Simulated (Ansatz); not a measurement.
# BP (F-43m): how the settings move a single-point run

Aim: see which settings change the result for BP (F-43m), by how much, and at what cost.

Method: reference: DFT r2SCAN, scalar-relativistic, plane waves, PAW, in Ansatz 0.2.0.

2 further runs of the same task are left out: 2 that didn't finish.

## (1) The starting structure

It takes space group F-43m (No. 216, cubic). The conventional cell has a = 4.535 Å, b = 4.535 Å, c = 4.535 Å, α = 90.00°, β = 90.00°, γ = 90.00°. B (site symmetry -43m) has 4 P at 1.96 Å as nearest neighbours. Around P (site symmetry -43m) lie 4 B at 1.96 Å.

Structure file:

```
B P
1.0
     0.00000    2.26771    2.26771
     2.26771    0.00000    2.26771
     2.26771    2.26771    0.00000
B P
1 1
Direct
  0.00000 0.00000 0.00000
  0.75000 0.75000 0.75000
```

## (2) Baseline

input.yaml

```yaml
crystal:
  lattice:
    - [0.0, 2.2677136497, 2.2677136497]
    - [2.2677136497, 0.0, 2.2677136497]
    - [2.2677136497, 2.2677136497, 0.0]
  atoms:
    - { symbol: B, position: [0.0, 0.0, 0.0] }
    - { symbol: P, position: [0.75, 0.75, 0.75] }
basis:
  ecutwfc: 500
  ecutrho_ratio: 4
kpoints:
  mp_grid: { grid: [8, 8, 8] }
hamiltonian:
  xc: r2scan
scf:
  occupations: { method: gaussian, width: 0.05 }
output:
  forces: true
  stress: true
  eigenvalues: true
```

Launch:

```
$ ansatz run input.yaml --threads 4 --pin off --max-ram 7168MiB --backend cpu --events-out ev --progress --plain --runs-dir out
```

## (3) Variant: dispersion d4, occupations.method tetrahedron, lower_state_search off, width left out

Changes to input.yaml since step 2:

```diff
@@ -15,4 +15,6 @@
   xc: r2scan
+  dispersion: d4
 scf:
-  occupations: { method: gaussian, width: 0.05 }
+  occupations: { method: tetrahedron }
+  lower_state_search: "off"
 output:
@@ -20,2 +22,5 @@
   stress: true
-  eigenvalues: true
+  write_density: true
+  write_potential: true
+  elf: true
+  volumetric_format: npy
```

## (4) Changing settings: mixing.algorithm broyden, mixing.beta 0.9

Changes to input.yaml since step 2:

```diff
@@ -17,2 +17,3 @@
   occupations: { method: gaussian, width: 0.05 }
+  mixing: { algorithm: broyden, beta: 0.9 }
 output:
@@ -20,2 +21 @@
   stress: true
-  eigenvalues: true
```

## (5) Changing settings: basis.precision f64, scf.algorithm direct_min, eigensolver.kind davidson

Changes to input.yaml since step 2:

```diff
@@ -11,2 +11,3 @@
   ecutrho_ratio: 4
+  precision: f64
 kpoints:
@@ -17,2 +18,4 @@
   occupations: { method: gaussian, width: 0.05 }
+  algorithm: direct_min
+  eigensolver: { kind: davidson }
 output:
@@ -20,2 +23 @@
   stress: true
-  eigenvalues: true
```

## (6) Changed: dispersion d4, occupations.method methfessel_paxton, occupations.width 0.001

Changes to input.yaml since step 2:

```diff
@@ -15,4 +15,5 @@
   xc: r2scan
+  dispersion: d4
 scf:
-  occupations: { method: gaussian, width: 0.05 }
+  occupations: { method: methfessel_paxton, width: 0.001 }
 output:
@@ -20,2 +21,5 @@
   stress: true
-  eigenvalues: true
+  write_density: true
+  write_potential: true
+  elf: true
+  volumetric_format: npy
```

## (7) Variant: mp_grid.grid [10, 10, 10], scf.algorithm density_mixing

Changes to input.yaml since step 2:

```diff
@@ -12,3 +12,3 @@
 kpoints:
-  mp_grid: { grid: [8, 8, 8] }
+  mp_grid: { grid: [10, 10, 10] }
 hamiltonian:
@@ -17,2 +17,3 @@
   occupations: { method: gaussian, width: 0.05 }
+  algorithm: density_mixing
 output:
@@ -20,2 +21 @@
   stress: true
-  eigenvalues: true
```

Before running it: what results should come out? Wanted: for each run, ending; energy change; pressure; gap; force.

As calculated:

| run | ending | energy change | pressure (GPa) | gap (eV) | force (eV/Å) | cycles | time |
| --- | --- | --- | --- | --- | --- | --- | --- |
| reference | converged | 0 | 0.1 | 1.44 | 0.00 | 6 | 0.62 s |
| 1: dispersion d4, occupations.method tetrahedron, lower_state_search off, width left out | converged | -133.7 meV/atom (σ→0) (offset of the dispersion model) | -1.6 | 1.44 | 0.00 | 6 | 0.73 s |
| 2: mixing.algorithm broyden, mixing.beta 0.9 | converged | 0.0 meV/atom | 0.1 | 1.44 | 0.00 | 6 | 0.63 s |
| 3: basis.precision f64, scf.algorithm direct_min, eigensolver.kind davidson | converged | 0.0 meV/atom | 0.1 | 1.44 | 0.00 | 4 | 0.94 s |
| 4: dispersion d4, occupations.method methfessel_paxton, occupations.width 0.001 | converged | -133.7 meV/atom (σ→0) (offset of the dispersion model) | -1.6 | 1.44 | 0.00 | 6 | 0.83 s |
| 5: mp_grid.grid [10, 10, 10], scf.algorithm density_mixing | converged | -0.9 meV/atom | 0.1 | 1.41 | 0.00 | 6 | 0.74 s |

Times don't compare one to one where runs were asked for different outputs or read a saved state (see the inputs); cycles may leave out searches for a lower state.

Residual by cycle in the longest SCF loop of each run; runs are numbered as in the table. The quantity is the density residual dr2, in eV.

| cycle | reference | run 1 | run 2 | run 3 | run 4 | run 5 |
| --- | --- | --- | --- | --- | --- | --- |
| 1 | 0.00225 | 0.00226 | 0.00225 | 0.00221 | 0.00226 | 0.00227 |
| 2 | 9.4e-4 | 9.3e-4 | 3.2e-4 | 6.6e-5 | 9.3e-4 | 9.3e-4 |
| 3 | 2.4e-4 | 2.4e-4 | 1.1e-4 | 8.6e-7 | 2.4e-4 | 2.3e-4 |
| 4 | 1.0e-5 | 1.1e-5 | 6.5e-6 | 1.1e-8 | 1.1e-5 | 9.7e-6 |
| 5 | 2.3e-7 | 2.5e-7 | 3.8e-9 | - | 2.5e-7 | 2.0e-7 |
| 6 | 6.0e-9 | 5.6e-9 | 5.2e-11 | - | 5.6e-9 | 6.6e-9 |

What this shows: Of the converged runs whose energies compare with the reference's, «mp_grid.grid [10, 10, 10], scf.algorithm density_mixing» moves the energy most (-0.9 meV/atom; its mixing changes the path alone). The pressure spans -1.6 to 0.1 GPa over the reference and the converged variants. The gap spans 1.41 to 1.44 eV over the reference and the converged variants (gaps read on unlike meshes, which can miss the band edges).

These are semilocal Kohn-Sham gaps, which aren't the measured quantity. Such gaps usually fall short of the measured ones.
